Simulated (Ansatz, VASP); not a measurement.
# One calculation of Ag, two programs

```xyz
1
Lattice="-1.5828 1.5828 1.5828 1.5828 -1.5828 1.5828 1.5828 1.5828 -1.5828" Properties=species:S:1:pos:R:3 pbc="T T T"
Ag    0.0000    0.0000    0.0000
```

Alike in both runs: functional LDA; k mesh 17 × 17 × 17; occupations fermi-dirac, width 0.1 eV; no spin polarisation.

Ansatz relaxed the structure, and its values are those at the end. VASP's run is a single point on that final structure, the one shown.

|  | VASP | Ansatz |
| --- | --- | --- |
| version | VASP 6.6.1 | Ansatz 0.2.0 |
| potentials or method | VASP PAW LDA potentials, release 64 (Ag) | PAW with Ansatz's default frozen-core files, scalar-relativistic |
| plane-wave cutoff (eV) | 520 | 420 |
| valence electrons in the cell | 11 | 19 |

|  | VASP | Ansatz | Ansatz less VASP |
| --- | --- | --- | --- |
| pressure (GPa) | 2.3 | 2.2 | -0.14 |

The two sets of potentials don't hold the same shells in valence.
